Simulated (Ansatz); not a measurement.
## Si2W in Ansatz: the effect of target pressure

Si2W:

```
W Si
1.0
    -1.60690    1.60690    3.91495
     1.60690   -1.60690    3.91495
     1.60690    1.60690   -3.91495
W Si
1 2
Direct
  0.00000 0.00000 0.00000
  0.66530 0.66530 0.00000
  0.33470 0.33470 0.00000
```

Alike in all runs:

- Program: Ansatz 0.2.0
- Task: relaxation of cell and atoms
- Functional: PBEsol
- Potentials or basis: all-electron LAPW, scalar-relativistic
- Basis error allowed: 0.002 eV/atom
- k mesh: 12 × 12 × 12
- Occupations: fermi-dirac, width 0.05 eV
- Spin: no spin polarisation

Each run relaxes the cell or the atoms first.

One run gave: relaxed volume 12.04 Å³/atom. Which target pressure did it use?
A. 20 GPa
B. 5 GPa
C. 0 GPa
D. 10 GPa
E. 30 GPa

E.

| target pressure | relaxed volume (Å³/atom) |
| --- | --- |
| 0 GPa | 13.36 |
| 5 GPa | 13.08 |
| 10 GPa | 12.84 |
| 20 GPa | 12.41 |
| 30 GPa | 12.04 |
